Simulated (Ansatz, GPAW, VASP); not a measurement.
## FeO: 3 runs at one level of theory

```
CELL_PARAMETERS angstrom
0.00000 2.15540 2.15540
2.15540 0.00000 2.15540
2.15540 2.15540 0.00000
ATOMIC_POSITIONS crystal
Fe 0.00000 0.00000 0.00000
O 0.50000 0.50000 0.50000
```

Alike in all runs: task single point; functional RPBE; k mesh 11 × 11 × 11; occupations gaussian, width 0.05 eV; collinear spin, ferromagnetic start; no spin-orbit coupling. The measured crystal is an antiferromagnetic insulator; the state found here is the runs' own. Pressure is positive in compression and, in plane waves, holds the error of the finite cutoff.

```tsv
program and potentials	plane-wave cutoff (eV)	notes	pressure (GPa)	net moment per atom (μB)
Ansatz, all-electron LAPW, scalar-relativistic	-	-	5.16	2.00
VASP, PBE PAW files Fe_pv, O, 520 eV	520	potentials made for PBE; 10 valence electrons an atom on average	5.28	2.00
GPAW, the program's PAW data sets (release 1.2.1) made for this functional	800	7 valence electrons an atom on average	6.66	2.00
```

The pressure spans 5.16 (Ansatz, all-electron LAPW, scalar-relativistic) to 6.66 GPa (GPAW, the program's PAW data sets (release 1.2.1) made for this functional), with all-electron results at 5.16. All agree on the net moment per atom. The state is the one that the start led to, which needn't be the lowest.

The functional is the same throughout but for its coding, so the spread measures potentials, basis and numerics; runs on potential files found faulty are left out.
